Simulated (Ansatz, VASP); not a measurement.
## Si: programs and potentials compared

The starting cell:

```
Si
1.0
     0.00000    2.72185    2.72185
     2.72185    0.00000    2.72185
     2.72185    2.72185    0.00000
Si
2
Direct
  0.50000 0.50000 0.50000
  0.75000 0.75000 0.75000
```

Alike in all runs: task relaxation of cell and atoms; functional BLYP; k mesh 8 × 8 × 8; occupations fermi-dirac, width 0.05 eV; no spin polarisation; no spin-orbit coupling.

```csv
program and potentials,plane-wave cutoff (eV),notes,equilibrium volume (Å³/atom)
"Ansatz, Ansatz PAW",420,"potentials made for PBE, which Ansatz adapts in part",21.16
"Ansatz, all-electron LAPW, scalar-relativistic",-,-,21.16
"VASP, PBE PAW files Si, 600 eV",600,potentials made for PBE,21.20
```

The equilibrium volume spans 21.16 (Ansatz, all-electron LAPW, scalar-relativistic) to 21.20 Å³/atom (VASP, PBE PAW files Si, 600 eV), with all-electron results at 21.16. Some sets were made for another functional than the one run, which can shift their rows. Relaxations stop with a little pressure left, so the last digit of a volume isn't settled.

The functional is the same throughout but for its coding, so the spread measures potentials, basis and numerics; runs on potential files found faulty are left out.
